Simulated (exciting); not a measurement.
# TePb (Fm-3m) in exciting: further runs, part 2 of 2

exciting (release sodium).

## Step 4: Real-space fields, PBEsol, spin-orbit coupling, no magnetisation

run_exciting.py reads:

```python
import subprocess
import xml.etree.ElementTree as ET
from ase.io import read
from ase.units import Bohr

atoms = read("TePb.xyz")
rmt = {'Pb': 2.3, 'Te': 2.3}  # bohr
tasks = """
<groundstate do="fromscratch" ngridk="5 5 5" rgkmax="8" gmaxvr="14" lmaxapw="10" lmaxmat="10" lmaxvr="8" xctype="GGA_PBE_SOL" stype="Fermi Dirac" swidth="0.00099958" nempty="20" ValenceRelativity="iora*" epsengy="1e-05" epspot="1e-05" maxscl="60" outputlevel="normal">
  <spin spinorb="true"/>
</groundstate>
<properties>
  <chargedensityplot>
    <plot3d>
      <box grid="23 23 23">
        <origin coord="0 0 0"/>
        <point coord="1 0 0"/>
        <point coord="0 1 0"/>
        <point coord="0 0 1"/>
      </box>
    </plot3d>
  </chargedensityplot>
  <elfplot>
    <plot3d>
      <box grid="23 23 23">
        <origin coord="0 0 0"/>
        <point coord="1 0 0"/>
        <point coord="0 1 0"/>
        <point coord="0 0 1"/>
      </box>
    </plot3d>
  </elfplot>
  <exccplot>
    <plot3d>
      <box grid="23 23 23">
        <origin coord="0 0 0"/>
        <point coord="1 0 0"/>
        <point coord="0 1 0"/>
        <point coord="0 0 1"/>
      </box>
    </plot3d>
  </exccplot>
</properties>
"""

root = ET.Element("input")
ET.SubElement(root, "title").text = "TePb"
structure = ET.SubElement(root, "structure", speciespath="./", tshift="false")
crystal = ET.SubElement(structure, "crystal", scale="1.0")
for vector in atoms.cell / Bohr:
    ET.SubElement(crystal, "basevect").text = " ".join(f"{x:.12f}" for x in vector)
symbols = atoms.get_chemical_symbols()
for element in dict.fromkeys(symbols):
    species = ET.SubElement(structure, "species", speciesfile=element + ".xml", rmt=str(rmt[element]))
    for symbol, position in zip(symbols, atoms.get_scaled_positions(wrap=False)):
        if symbol == element:
            ET.SubElement(species, "atom", coord=" ".join(f"{x:.12f}" for x in position))
root.extend(ET.fromstring("<tasks>" + tasks + "</tasks>"))
ET.indent(root)
ET.ElementTree(root).write("input.xml")
subprocess.run(["exciting_smp"], check=True)
```

TePb.xyz reads:

```xyz
2
Lattice="0.0000000000 3.2310000000 3.2310000000 3.2310000000 0.0000000000 3.2310000000 3.2310000000 3.2310000000 0.0000000000" Properties=species:S:1:pos:R:3 pbc="T T T"
Pb     0.0000000000      0.0000000000      0.0000000000
Te     3.2310000000      3.2310000000      3.2310000000
```

Potentials or basis: all-electron LAPW+lo, shipped species files, valence relativity iora*.

Command:

```bash
$ OMP_NUM_THREADS=1 python run_exciting.py
```

What it wrote:

```text
================================================================================
EXCITING SODIUM started
[... 10 lines left out ...]

 Lattice vectors (cartesian) :
      0.0000000000      6.1057051126      6.1057051126
      6.1057051126      0.0000000000      6.1057051126
      6.1057051126      6.1057051126      0.0000000000

 Reciprocal lattice vectors (cartesian) :
     -0.5145339638      0.5145339638      0.5145339638
      0.5145339638     -0.5145339638      0.5145339638
      0.5145339638      0.5145339638     -0.5145339638

 Unit cell volume                           :     455.2369150739
 Brillouin zone volume                      :       0.5448815885

 Species :    1 (Pb)
     parameters loaded from                 :    Pb.xml
     name                                   :    lead
     nuclear charge                         :     -82.00000000
     electronic charge                      :      82.00000000
     atomic mass                            :  377702.49410000
     muffin-tin radius                      :       2.30000000
[... 55 lines left out ...]
 Total number of local-orbitals             :      28

 Exchange-correlation type                  :      22
     PBEsol, Phys. Rev. Lett. 100, 136406 (2008)
     Generalised gradient approximation (GGA)

 Smearing scheme                            :    Fermi-Dirac
 Smearing width                             :       0.00099958

 Using multisecant Broyden potential mixing
[... 16 lines left out ...]
+ SCF iteration number :    1                                                  +
++++++++++++++++++++++++++++++++++++++++++++++++++++++++++++++++++++++++++++++++
 Total energy                               :    -27710.72890837
 _______________________________________________________________
 Fermi energy                               :         0.21159806
 Kinetic energy                             :     31550.35971898
 Coulomb energy                             :    -58703.21399944
 Exchange energy                            :      -549.04233819
 Correlation energy                         :        -8.83228972
 No external B-field energy in total energy
[... 499 lines left out ...]
 RMS change in effective potential (target) :  0.393035E-09  ( 0.100000E-04)
 Absolute change in total energy   (target) :  0.142680E-05  ( 0.100000E-04)
 Charge distance                   (target) :  0.294310E-09  ( 0.100000E-04)

++++++++++++++++++++++++++++++++++++++++++++++++++++++++++++++++++++++++++++++++
| Convergency criteria checked for the last 2 iterations                       +
| Convergence targets achieved. Performing final SCF iteration                 +
++++++++++++++++++++++++++++++++++++++++++++++++++++++++++++++++++++++++++++++++
 Total energy                               :    -27717.10993286
 _______________________________________________________________
 Fermi energy                               :         0.19779376
 Kinetic energy                             :     31544.81189486
 Coulomb energy                             :    -58704.00764247
 Exchange energy                            :      -549.08051045
 Correlation energy                         :        -8.83367479
 No external B-field energy in total energy
[... 14 lines left out ...]
 Moments :
     interstitial                 :    -0.00000000    -0.00000000     0.00000000
     moment in muffin-tin spheres :
         atom     1    Pb         :     0.00000000    -0.00000000    -0.00000000
         atom     2    Te         :    -0.00000000     0.00000000    -0.00000000
     total moment in muffin-tins  :    -0.00000000     0.00000000    -0.00000000
     total moment                 :    -0.00000000     0.00000000    -0.00000000

++++++++++++++++++++++++++++++++++++++++++++++++++++++++++++++++++++++++++++++++
[... 12 lines left out ...]
| EXCITING SODIUM stopped                                                      =
================================================================================
```

stdout:

```text
Info(rhoplot):
 3D spin-dependent density plot written to RHO3D.xml

Info(potplot):
 3D Coulomb potential plot written to VCL3D.xml
 3D exchange-correlation potential plot written to VXC3D.xml

Info(elfplot): 3D ELF plot written to ELF3D.xml
```

It took 2.7 min on 1 thread of Arm Neoverse V1, shared host; peak memory 0.22 GiB.

What came out:

```
All electrons inside the program's atomic spheres : Pb 79.03; Te 49.02 (radii Pb 2.3, Te 2.3 bohr)
```

Levels at points of the mesh, in eV from the Fermi level:
```tsv
k point	band 26	band 27	band 28	band 29	band 30	band 31	band 32	band 33	band 34	band 35
(0.00, 0.00, 0.00)	-2.22	-1.19	-1.19	-1.19	-1.19	2.62	2.62	4.49	4.49	4.49
```

Caveat: this odd mesh misses L, where the gap lies, so gap, dielectric constants and Born charges aren't listed; total energies with spin-orbit coupling aren't reliable in this program, so none is listed and the log's shouldn't be used.

## Step 5: Band structure, WC, collinear spin, ferromagnetic start

input.xml reads:

```xml
<input>
  <title>TePb</title>
  <structure speciespath="./" tshift="false">
    <crystal scale="8.6347709725">
      <basevect>0.000000000000 0.707106781189 0.707106781189</basevect>
      <basevect>0.707106781189 0.000000000000 0.707106781189</basevect>
      <basevect>0.707106781189 0.707106781189 0.000000000000</basevect>
    </crystal>
    <species speciesfile="Pb.xml" rmt="2.3">
      <atom coord="0.000000000000 0.000000000000 0.000000000000" bfcmt="0 0 -8"/>
    </species>
    <species speciesfile="Te.xml" rmt="2.3">
      <atom coord="0.500000000000 0.500000000000 0.500000000000" bfcmt="0 0 0"/>
    </species>
  </structure>
  <groundstate do="fromscratch" ngridk="5 5 5" rgkmax="8" gmaxvr="14" lmaxapw="10" lmaxmat="10" lmaxvr="8" stype="Fermi Dirac" swidth="0.00499791" nempty="20" ValenceRelativity="iora*" epsengy="1e-05" epspot="1e-05" maxscl="90" outputlevel="normal">
    <libxc exchange="XC_GGA_X_WC" correlation="XC_GGA_C_PBE"/>
    <spin reducebf="0.5"/>
  </groundstate>
  <properties>
    <bandstructure>
      <plot1d>
        <path steps="60">
          <point coord="0 0 0" label="G"/>
          <point coord="0.5 0 0.5" label="X"/>
          <point coord="0.5 0.25 0.75" label="W"/>
          <point coord="0.375 0.375 0.75" label="K"/>
          <point coord="0 0 0" label="G"/>
          <point coord="0.5 0.5 0.5" label="L"/>
          <point coord="0.625 0.25 0.625" label="U"/>
          <point coord="0.5 0.25 0.75" label="W"/>
          <point coord="0.5 0.5 0.5" label="L"/>
          <point coord="0.375 0.375 0.75" label="K" breakafter="true"/>
          <point coord="0.625 0.25 0.625" label="U"/>
          <point coord="0.5 0 0.5" label="X"/>
        </path>
      </plot1d>
    </bandstructure>
    <chargedensityplot>
      <plot3d>
        <box grid="23 23 23">
          <origin coord="0 0 0"/>
          <point coord="1 0 0"/>
          <point coord="0 1 0"/>
          <point coord="0 0 1"/>
        </box>
      </plot3d>
    </chargedensityplot>
    <elfplot>
      <plot3d>
        <box grid="23 23 23">
          <origin coord="0 0 0"/>
          <point coord="1 0 0"/>
          <point coord="0 1 0"/>
          <point coord="0 0 1"/>
        </box>
      </plot3d>
    </elfplot>
    <exccplot>
      <plot3d>
        <box grid="23 23 23">
          <origin coord="0 0 0"/>
          <point coord="1 0 0"/>
          <point coord="0 1 0"/>
          <point coord="0 0 1"/>
        </box>
      </plot3d>
    </exccplot>
  </properties>
</input>
```

Command:

```bash
$ OMP_NUM_THREADS=1 exciting_smp
```

It took 2.6 min on 1 thread of Arm Neoverse V1, shared host; peak memory 0.18 GiB.

It converged, with:

```yaml
Band_gap_along_the_path: 0.66 eV, direct
Net_moment: 0.00 μB per cell
All_electrons_inside_the_program's_atomic_spheres: Pb 79.03; Te 49.02 (radii Pb 2.3, Te 2.3 bohr)
```

Levels at the corners of the path, in eV from the Fermi level:
Spin up:
| point | band 12 | band 13 | band 14 | band 15 | band 16 | band 17 | band 18 | band 19 |
| --- | --- | --- | --- | --- | --- | --- | --- | --- |
| Γ | -6.11 | -1.78 | -1.78 | -1.78 | 3.58 | 3.58 | 3.58 | 5.36 |
| X | -7.79 | -4.97 | -3.25 | -3.25 | 2.79 | 4.98 | 4.98 | 6.20 |
| W | -8.48 | -4.25 | -4.25 | -0.79 | 1.17 | 4.73 | 4.73 | 6.36 |
| K | -8.46 | -4.58 | -2.75 | -2.54 | 3.08 | 3.31 | 4.63 | 5.45 |
| Γ | -6.11 | -1.78 | -1.78 | -1.78 | 3.58 | 3.58 | 3.58 | 5.36 |
| L | -9.08 | -1.31 | -1.31 | -0.45 | 0.20 | 0.79 | 0.79 | 7.83 |
| U | -8.46 | -4.58 | -2.75 | -2.54 | 3.08 | 3.31 | 4.63 | 5.45 |
| W | -8.48 | -4.25 | -4.25 | -0.79 | 1.17 | 4.73 | 4.73 | 6.36 |
| L | -9.08 | -1.31 | -1.31 | -0.45 | 0.20 | 0.79 | 0.79 | 7.83 |
| K | -8.46 | -4.58 | -2.75 | -2.54 | 3.08 | 3.31 | 4.63 | 5.45 |
| U | -8.46 | -4.58 | -2.75 | -2.54 | 3.08 | 3.31 | 4.63 | 5.45 |
| X | -7.79 | -4.97 | -3.25 | -3.25 | 2.79 | 4.98 | 4.98 | 6.20 |
Spin down:
| point | band 12 | band 13 | band 14 | band 15 | band 16 | band 17 | band 18 | band 19 |
| --- | --- | --- | --- | --- | --- | --- | --- | --- |
| Γ | -6.11 | -1.78 | -1.78 | -1.78 | 3.58 | 3.58 | 3.58 | 5.36 |
| X | -7.79 | -4.97 | -3.25 | -3.25 | 2.79 | 4.98 | 4.98 | 6.20 |
| W | -8.48 | -4.25 | -4.25 | -0.79 | 1.17 | 4.73 | 4.73 | 6.36 |
| K | -8.46 | -4.58 | -2.75 | -2.54 | 3.08 | 3.31 | 4.63 | 5.45 |
| Γ | -6.11 | -1.78 | -1.78 | -1.78 | 3.58 | 3.58 | 3.58 | 5.36 |
| L | -9.08 | -1.31 | -1.31 | -0.45 | 0.20 | 0.79 | 0.79 | 7.83 |
| U | -8.46 | -4.58 | -2.75 | -2.54 | 3.08 | 3.31 | 4.63 | 5.45 |
| W | -8.48 | -4.25 | -4.25 | -0.79 | 1.17 | 4.73 | 4.73 | 6.36 |
| L | -9.08 | -1.31 | -1.31 | -0.45 | 0.20 | 0.79 | 0.79 | 7.83 |
| K | -8.46 | -4.58 | -2.75 | -2.54 | 3.08 | 3.31 | 4.63 | 5.45 |
| U | -8.46 | -4.58 | -2.75 | -2.54 | 3.08 | 3.31 | 4.63 | 5.45 |
| X | -7.79 | -4.97 | -3.25 | -3.25 | 2.79 | 4.98 | 4.98 | 6.20 |

Caveat: this odd mesh misses L, where the gap lies, so gap, dielectric constants and Born charges aren't listed; spin-orbit coupling is left out, which moves the levels of the heavy elements.

## Step 6: Electric field gradients, PBEsol+TS (volume scaled by 0.88)

run_exciting.py reads:

```python
import subprocess
import xml.etree.ElementTree as ET
from ase.io import read
from ase.units import Bohr

atoms = read("TePb.cif")
rmt = {'Pb': 2.3, 'Te': 2.3}  # bohr
tasks = """
<groundstate do="fromscratch" ngridk="7 7 7" rgkmax="9" gmaxvr="14" lmaxapw="10" lmaxmat="10" lmaxvr="8" xctype="GGA_PBE_SOL" stype="Methfessel-Paxton 1" swidth="0.00183747" nempty="10" ValenceRelativity="iora*" epsengy="1e-05" epspot="1e-05" maxscl="60" tforce="true" outputlevel="normal"/>
<properties>
  <EFG/>
  <mossbauer/>
  <TSvdW/>
</properties>
"""

root = ET.Element("input")
ET.SubElement(root, "title").text = "TePb"
structure = ET.SubElement(root, "structure", speciespath="./", tshift="false")
crystal = ET.SubElement(structure, "crystal", scale="1.0")
for vector in atoms.cell / Bohr:
    ET.SubElement(crystal, "basevect").text = " ".join(f"{x:.12f}" for x in vector)
symbols = atoms.get_chemical_symbols()
for element in dict.fromkeys(symbols):
    species = ET.SubElement(structure, "species", speciesfile=element + ".xml", rmt=str(rmt[element]))
    for symbol, position in zip(symbols, atoms.get_scaled_positions(wrap=False)):
        if symbol == element:
            ET.SubElement(species, "atom", coord=" ".join(f"{x:.12f}" for x in position))
root.extend(ET.fromstring("<tasks>" + tasks + "</tasks>"))
ET.indent(root)
ET.ElementTree(root).write("input.xml")
subprocess.run(["exciting_smp"], check=True)
```

TePb.cif reads:

```cif
data_TePb
_cell_length_a 4.37870997
_cell_length_b 4.37870997
_cell_length_c 4.37870997
_cell_angle_alpha 60.00000000
_cell_angle_beta 60.00000000
_cell_angle_gamma 60.00000000
_space_group_name_H-M_alt 'P1'
_space_group_name_Hall 'P 1'
_space_group_IT_number 1
loop_
_space_group_symop_operation_xyz
'x,y,z'
loop_
_atom_site_label
_atom_site_type_symbol
_atom_site_symmetry_multiplicity
_atom_site_Wyckoff_symbol
_atom_site_fract_x
_atom_site_fract_y
_atom_site_fract_z
_atom_site_occupancy
Pb1 Pb 1 a 0.0000000000 0.0000000000 0.0000000000 1
Te1 Te 1 a 0.5000000000 0.5000000000 0.5000000000 1
```

Potentials or basis: all-electron LAPW+lo, shipped species files, valence relativity iora*.

Command:

```bash
$ OMP_NUM_THREADS=1 python run_exciting.py
```

What it wrote:

```text
================================================================================
EXCITING SODIUM started
[... 10 lines left out ...]

 Lattice vectors (cartesian) :
      8.2745626278      0.0000000000      0.0000000000
      4.1372813139      7.1659814409      0.0000000000
      4.1372813139      2.3886604803      6.7561520942

 Reciprocal lattice vectors (cartesian) :
      0.7593374526     -0.4384036827     -0.3099982169
      0.0000000000      0.8768073653     -0.3099982169
      0.0000000000      0.0000000000      0.9299946507

 Unit cell volume                           :     400.6084856541
 Brillouin zone volume                      :       0.6191836227

 Species :    1 (Pb)
     parameters loaded from                 :    Pb.xml
     name                                   :    lead
     nuclear charge                         :     -82.00000000
     electronic charge                      :      82.00000000
     atomic mass                            :  377702.49410000
     muffin-tin radius                      :       2.30000000
     # of radial points in muffin-tin       :     450

[... 564 lines left out ...]

++++++++++++++++++++++++++++++++++++++++++++++++++++++++++++++++++++++++++++++++
| Convergency criteria checked for the last 2 iterations                       +
| Convergence targets achieved. Performing final SCF iteration                 +
++++++++++++++++++++++++++++++++++++++++++++++++++++++++++++++++++++++++++++++++
 Total energy                               :    -27717.10334146
 _______________________________________________________________
 Fermi energy                               :         0.26970963
 Kinetic energy                             :     31545.10357572
 Coulomb energy                             :    -58704.21419051
 Exchange energy                            :      -549.14324054
 Correlation energy                         :        -8.84948613
[... 14 lines left out ...]
 Estimated fundamental gap                  :         0.02782075
        valence-band maximum at    4      0.4286  0.0000  0.0000
     conduction-band minimum at    4      0.4286  0.0000  0.0000

++++++++++++++++++++++++++++++++++++++++++++++++++++++++++++++++++++++++++++++++
+ Self-consistent loop stopped                                                 +
++++++++++++++++++++++++++++++++++++++++++++++++++++++++++++++++++++++++++++++++
 STATE.OUT is written

--------------------------------------------------------------------------------
- Writing atomic positions and forces                                          -
--------------------------------------------------------------------------------

 Atomic positions (lattice) :
 atom     1  Pb  :     0.00000000    0.00000000    0.00000000
 atom     2  Te  :     0.50000000    0.50000000    0.50000000

 Total atomic forces including IBS (cartesian) :
 atom     1  Pb  :     0.00000000    0.00000000    0.00000000
 atom     2  Te  :    -0.00000000   -0.00000000   -0.00000000

 Atomic force components including IBS (cartesian) :
 atom     1  Pb  :     0.00000000    0.00000000    0.00000000   HF force
                 :    -0.00000000   -0.00000000   -0.00000000   core correction
                 :    -0.00000000   -0.00000000   -0.00000000   IBS correction
 atom     2  Te  :    -0.00000000   -0.00000000   -0.00000000   HF force
                 :     0.00000000    0.00000000    0.00000000   core correction
                 :     0.00000000    0.00000000    0.00000000   IBS correction

********************************************************************************
[... 7 lines left out ...]
| EXCITING SODIUM stopped                                                      =
================================================================================
```

input.xml:

```text
<input>
  <title>TePb</title>
  <structure speciespath="./" tshift="false">
    <crystal scale="1.0">
      <basevect>8.274562627772 0.000000000000 0.000000000000</basevect>
      <basevect>4.137281313886 7.165981440856 0.000000000000</basevect>
      <basevect>4.137281313886 2.388660480285 6.756152094248</basevect>
    </crystal>
    <species speciesfile="Pb.xml" rmt="2.3">
      <atom coord="0.000000000000 0.000000000000 0.000000000000" />
    </species>
    <species speciesfile="Te.xml" rmt="2.3">
      <atom coord="0.500000000000 0.500000000000 0.500000000000" />
    </species>
  </structure>
  <groundstate do="fromscratch" ngridk="7 7 7" rgkmax="9" gmaxvr="14" lmaxapw="10" lmaxmat="10" lmaxvr="8" xctype="GGA_PBE_SOL" stype="Methfessel-Paxton 1" swidth="0.00183747" nempty="10" ValenceRelativity="iora*" epsengy="1e-05" epspot="1e-05" maxscl="60" tforce="true" outputlevel="normal" />
  <properties>
    <EFG />
    <mossbauer />
    <TSvdW />
  </properties>
</input>
```

stdout:

```text
Info(writeefg): electric field gradient written to EFG.OUT

Info(mossbauer):
 Mossbauer parameters written to MOSSBAUER.OUT
```

Run time: 2.3 min. Hardware: 1 thread of Arm Neoverse V1, shared host; peak memory 0.15 GiB.

Results:

```
Free energy                                       : -754220.8046 eV
All electrons inside the program's atomic spheres : Pb 79.09; Te 49.07 (radii Pb 2.3, Te 2.3 bohr)
Dispersion energy per atom                        : -0.343 eV
```

Caveat: this odd mesh misses L, where the gap lies, so gap, dielectric constants and Born charges aren't listed; the dispersion energy is computed afterwards and isn't part of the total energy; EFG.OUT prints the tensor in atomic units and with the sign opposite to the usual one. The run has no spin-orbit coupling, so splittings on Pb, Te are missing.

## Step 7: How close it comes

Step 2. Measured gap of TePb: 0.19 eV (direct; 4.2 K; a printed reference work, monograph). This calculation gives 0.65 eV (+0.46 eV). Spin-orbit coupling on Pb, Te is left out. The value is that of LDA, without temperature or zero-point motion.

Step 3. Measured gap of TePb: 0.19 eV (direct; 4.2 K; a printed reference work, monograph). This calculation gives 0.03 eV (-0.16 eV). The value is that of LDA, without temperature or zero-point motion. Semilocal functionals fall short of measured gaps as a rule.

Step 5. Against the measured gap of TePb, 0.19 eV (direct; 4.2 K; a printed reference work, monograph), the calculated 0.66 eV is off by +0.47 eV. Spin-orbit coupling on Pb, Te is left out. The value is that of WC, without temperature or zero-point motion.
